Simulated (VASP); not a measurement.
Write the native input for VASP 6.6.1 that does the following.

```yaml
Task: single point
Functional: PBE
Potentials_or_basis: VASP PAW PBE potentials, release 64 (Hg_sv_GW, Te_GW)
Cutoff: 450 eV
k_mesh: 4 × 4 × 4
Occupations: gaussian, width 0.02 eV
Spin: no spin polarisation
Further_INCAR_settings: ALGO = Normal; EDIFF = 1e-06
```

The structure of HgTe lies in POSCAR:

```
HgTe
1.0
   -3.0456030000      3.0456030000      1.5594100000
    3.0456030000     -3.0456030000      1.5594100000
    3.0456030000      3.0456030000     -1.5594100000
Hg Te
1 1
Direct
    0.7500000000      0.2500000000      0.5000000000
    0.0000000000      0.0000000000      0.0000000000
```

Measurements of this composition are mostly on another form, of space group No. 216.

These files were run (other wordings do the same):

INCAR

```
SYSTEM = HgTe
PREC     = Accurate       ! precision mode
ENCUT    = 450            ! plane-wave cutoff, eV
EDIFF    = 1E-6           ! SCF threshold, eV
ISMEAR   = 0              ! smearing method
SIGMA    = 0.02           ! smearing width, eV
LREAL    = .False.        ! projectors in reciprocal space
LASPH    = .True.         ! aspherical terms in the spheres
NELM     = 100            ! most SCF steps
ALGO     = Normal         ! electronic algorithm
ISIF     = 2              ! what is computed and relaxed
LWAVE    = .False.        ! write WAVECAR
LCHARG   = .False.        ! write CHGCAR
GGA      = PE             ! functional
```

KPOINTS

```
regular mesh
0
Gamma
  4 4 4
  0 0 0
```

Potentials or basis: VASP PAW PBE potentials, release 64 (Hg_sv_GW, Te_GW).

Run with:

```console
$ cat potpaw_PBE.64/Hg_sv_GW/POTCAR potpaw_PBE.64/Te_GW/POTCAR > POTCAR
$ mpirun -np 1 vasp_std > vasp.out
```

It gave:

The pressure is -1.4 GPa. The band gap on the k mesh is none (metal or under the smearing width).

Caveat: the k mesh is coarse (spacing up to 0.57 Å⁻¹), so the values aren't converged.

Run time: 7.2 s on 1 thread of Intel(R) Xeon(R) 6975P-C (Granite Rapids) (shared host), peak memory 0.18 GiB.
